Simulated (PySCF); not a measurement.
Isomers C$_{3}$H$_{4}$N$_{2}$:

A. SMILES c1cn[nH]c1
B. `C/N=C/C#N`
C. `C=NCC#N`

Spectrum 1. ¹³C{¹H} NMR (computed): δ 141.4 (CH), 120.2 (C), 53.0 (CH3).

Spectrum 2. ¹³C{¹H} NMR (computed): δ 142.6 (CH), 129.5 (CH), 110.0 (CH).

Spectrum 3. ¹³C{¹H} NMR (computed): δ 164.5 (CH2), 120.3 (C), 52.6 (CH2).

One computed conformer, in vacuum, no relativistic terms, averaged over atoms made equivalent by symmetry, fast rotation or ring inversion. PBE0-D3(BJ)/def2-SVP structure; shielding tensors at PBE0/pcSseg-1 (GIAO); J couplings at B3LYP/pcJ-1; PySCF.

δ = σ(ref) − σ, references computed at the same level: ¹³C against TMS. Shifts are as computed. Against solution values, carbons near 30 ppm lie about +2 ppm off and those near 130 ppm about +5 ppm. Of 1211 compounds with measured shifts, 218 miss one by over three times the rms of a fit or turn the order of signals round; such compounds aren't used in these exercises.

Question: Match each spectrum to its structure.

Answer: 1–B, 2–A, 3–C.

- Spectrum 1 (B): 3 ¹³C signals; δC 120.2 is a nitrile carbon; δC 53.0 is a methyl carbon bonded to N.
- Spectrum 2 (A): 3 ¹³C signals; δC 142.6 is an aromatic CH next to a ring nitrogen; δC 129.5 is an aromatic CH next to a ring nitrogen.
- Spectrum 3 (C): 3 ¹³C signals; δC 120.3 is a nitrile carbon; δC 52.6 is an sp3 CH2 bonded to N, α to a nitrile.
